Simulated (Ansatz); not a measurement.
Equation of state of PbSe from a dense series

```yaml
crystal:
  lattice:
    - [0.00000, 3.06215, 3.06215]
    - [3.06215, 0.00000, 3.06215]
    - [3.06215, 3.06215, 0.00000]
  atoms:
    - { symbol: Pb, position: [0.00000, 0.00000, 0.00000] }
    - { symbol: Se, position: [0.50000, 0.50000, 0.50000] }
```

Atom numbers follow the list: Pb1, Se2.

The cell is COD entry 9008695, as deposited and not checked against the literature; nothing was relaxed.

No spin–orbit coupling, which matters for the heavy atoms here.

The calculation used Ansatz 0.2.0, DFT, PBEsol, all-electron LAPW, scalar-relativistic.

Numerical set-up: a Γ-centred 9×9×9 k mesh, Fermi–Dirac smearing of 0.01 eV, basis error target 0.25 meV/atom, no spin polarisation.

The cell is scaled evenly. Fractional coordinates are held (clamped ions).

| V (Å³/atom) | P (GPa) |
| --- | --- |
| 26.990 | 3.03 |
| 27.565 | 1.70 |
| 28.139 | 0.50 |
| 28.426 | -0.05 |
| 28.713 | -0.58 |
| 29.000 | -1.07 |
| 29.287 | -1.54 |
| 29.862 | -2.40 |

Task: Fit a third-order Birch–Murnaghan curve to the pressures.

Result: P = (3B0/2)(y^(7/2) − y^(5/2))[1 + (3/4)(B0′ − 4)(y − 1)] with y = (V0/V)^(2/3) fits within 0.01 GPa for V0 = 28.398 Å³/atom, B0 = 53.4 GPa and B0′ = 4.38.

Task: Predict the pressure at the withheld volume, 30.436 Å³/atom.

Result: There y = 0.9548, so the fit gives -3.18 GPa; the run gave -3.18 GPa.
